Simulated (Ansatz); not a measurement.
# Rubidium, A15 under RPBE: structure and ground-state energy

What does RPBE give for rubidium in the A15 structure? We relax it, then solve it on a dense k-mesh. Spin polarisation is left out. The k-meshes are 3×3×3 for the relaxation; 4×4×4 for the dense run.

Program: Ansatz 0.2.0. Level of theory: DFT RPBE, plane waves (420 eV) with PAW, scalar-relativistic; PAW files made under PBE, frozen cores solved again for the functional. These are calculated values, not measurements.

### Step 1. The starting structure

Symmetry: Pm-3n, No. 223, cubic system. Conventional cell: a = 8.866 Å, b = 8.866 Å, c = 8.866 Å, α = 90.00°, β = 90.00°, γ = 90.00°. Rb (site symmetry -4m2) is surrounded by 2 Rb at 4.43 Å.

As a file:

```
Rb
1.0
     8.86563    0.00000    0.00000
     0.00000    8.86563    0.00000
     0.00000    0.00000    8.86563
Rb
8
Direct
  0.00000 0.00000 0.00000
  0.50000 0.50000 0.50000
  0.25000 0.00000 0.50000
  0.75000 0.00000 0.50000
  0.50000 0.25000 0.00000
  0.50000 0.75000 0.00000
  0.00000 0.50000 0.25000
  0.00000 0.50000 0.75000
```

### Step 2. Geometry optimisation

The input, input.yaml:

```yaml
crystal:
  lattice:
    - [8.8656348752, 0.0, 0.0]
    - [0.0, 8.8656348752, 0.0]
    - [0.0, 0.0, 8.8656348752]
  atoms:
    - { symbol: Rb, position: [0.0, 0.0, 0.0] }
    - { symbol: Rb, position: [0.5, 0.5, 0.5] }
    - { symbol: Rb, position: [0.25, 0.0, 0.5] }
    - { symbol: Rb, position: [0.75, 0.0, 0.5] }
    - { symbol: Rb, position: [0.5, 0.25, 0.0] }
    - { symbol: Rb, position: [0.5, 0.75, 0.0] }
    - { symbol: Rb, position: [0.0, 0.5, 0.25] }
    - { symbol: Rb, position: [0.0, 0.5, 0.75] }
hamiltonian:
  xc: rpbe
  pseudopotentials:
    kind: paw
    azcp:
      Rb: "pseudopotentials/Rb.paw.azcp"
basis:
  ecutwfc: 420
  fft_grid_basis: typed
kpoints:
  mp_grid: { grid: [3, 3, 3], shift: [0, 0, 0] }
magnetization:
  spin_polarized: false
scf:
  occupations: { method: fermi_dirac, width: 0.1 }
relax:
  max_steps: 60
  f_tol: 0.01
  cell: {}
```

Command:

```
> ansatz run input.yaml --threads 4 --pin off --max-ram 8192MiB --backend cpu --events-out ev --progress --plain --runs-dir out
```

After this run come: Single point on a dense mesh.

Before running it: what results should come out? Wanted: space group; conventional cell; volume; shortest distance; gap on the mesh; relative to bcc.

**Answer**, as computed:

| quantity | value |
| --- | --- |
| space group (spins left aside) | Pm-3n (No. 223) |
| conventional cell | a = 9.343 Å |
| volume | 101.948 Å³/atom |
| shortest distance | 4.672 Å |
| gap on the mesh | none (levels filled in part) |
| relative to bcc | +8 meV/atom |

**Reading.** From the guessed start the volume grew by 17.0 % in 5 steps. It lies 8 meV/atom above the element's reference form at the same level (bcc, from a run of its own). Levels at the Fermi energy are filled in part, as in a metal. Relaxation kept the symmetry; phonons were not checked.
